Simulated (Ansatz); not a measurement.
AlRu:

```
Ru Al
1.0
     2.99160    0.00000    0.00000
     0.00000    2.99160    0.00000
     0.00000    0.00000    2.99160
Ru Al
1 1
Direct
  0.50000 0.50000 0.50000
  0.00000 0.00000 0.00000
```

Base run:

```yaml
Program: Ansatz 0.2.0
Functional: RPBE
Potentials_or_basis: Ansatz PAW
Cutoff: "420 eV (not typed: the program's choice for these potentials)"
k_mesh: 9 × 9 × 9
Occupations: fermi-dirac, width 0.05 eV
Spin: no spin polarisation
```

Its results: band gap on the k mesh none (metal or under the smearing width); pressure 6.1 GPa.

After a change of settings the same cell gave: band gap on the k mesh none (metal or under the smearing width); pressure 5.2 GPa. Which change was it?
A. functional from RPBE to BLYP
B. functional from RPBE to r2SCAN; cutoff from 420 eV (not typed: the program's choice for these potentials) to 500 eV (not typed: the program's choice for these potentials)
C. functional from RPBE to PBE; occupations from fermi-dirac, width 0.05 eV to gaussian, width 0.027 eV
D. functional from RPBE to revPBE

D.

Caveats: the PAW data sets come from PBE, with cores solved anew for the run's functional, which leaves a small shift of forces and pressure.
